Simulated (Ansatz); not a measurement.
# BiTe: pressure against volume

BiTe, Fm-3m, a = 6.394 Å. The structure is a COD entry; whether it is the stable form wasn't checked. Ansatz: PBEsol, PAW, 420 eV, Γ-centred 12×12×12 mesh on 2 atoms, Gaussian smearing 0.10 eV; no spin polarisation. Symmetry fixes shape and atoms, so the cell is only scaled; pressure is positive in compression.

```tsv
V (Å³/atom)	P (GPa)
30.720	3.87
31.700	?
32.681	0.00
33.661	-1.49
34.641	-2.75
```

Question: Take V0 = 32.681 Å³/atom, fit the third-order Birch–Murnaghan form to the other rows, and predict the missing pressure.

Answer: With the Eulerian strain f = ½[(V0/V)^(2/3) − 1] and y = P/[3f(1 + 2f)^(5/2)], the form is the line y = B0 + 1.5 B0 (B0′ − 4) f. Rows (f, y): 0.02106, 55.3; -0.00975, 53.5; -0.01904, 53.1. Means f = -0.002577, y = 53.967; Σ(Δf)² = 0.0008812, ΣΔfΔy = 0.04913; the slope is their ratio. y = 54.11 + 55.76 f GPa, so B0 = 54.1 GPa and B0′ = 4 + 2 × (55.76)/(3 × 54.11) = 4.69. At V = 31.700, f = 0.01026, y = 54.68 and P = 1.77 GPa. The run gave 1.77 GPa, the same to the digits shown.

Spin–orbit coupling is left out, which can shift energies with elements as heavy as these.